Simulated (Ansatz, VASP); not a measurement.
SnO2 (Cassiterite): VASP beside Ansatz

```
Sn O
1.0
     4.76899    0.00000    0.00000
     0.00000    4.76899    0.00000
     0.00000    0.00000    3.21206
Sn O
2 4
Direct
  0.00000 0.00000 0.00000
  0.50000 0.50000 0.50000
  0.30628 0.30628 0.00000
  0.19372 0.80628 0.50000
  0.69372 0.69372 0.00000
  0.80628 0.19372 0.50000
```

Alike in both runs: functional PBEsol; k mesh 6 × 6 × 8; occupations gaussian, width 0.02 eV; no spin polarisation.

Ansatz relaxed the structure, and its values are those at the end. VASP's run is a single point on that final structure, the one shown.

|  | VASP | Ansatz |
| --- | --- | --- |
| version | VASP 6.6.1 | Ansatz 0.2.0 |
| potentials or method | VASP PAW PBE potentials, release 64 (Sn_d, O) | scalar-relativistic, plane waves, PAW |
| plane-wave cutoff (eV) | 520 | 420 |
| valence electrons in the cell | 52 | 52 |

|  | VASP | Ansatz | Ansatz less VASP |
| --- | --- | --- | --- |
| gap on the k mesh at the Fermi level (eV) | 0.91 | 0.92 | +0.005 |
| least direct gap on the mesh (eV) | 0.91 | 0.92 | +0.005 |
| pressure (GPa) | 0.7 | 0.0 | -0.67 |
| rms of the force components (eV/Å) | 0.007 | 0.000 | -0.0072 |

Caveats: the PAW data sets were made with another functional, which shifts forces and pressure a little (VASP); spin-orbit coupling is left out, which moves the levels of the heavy elements.
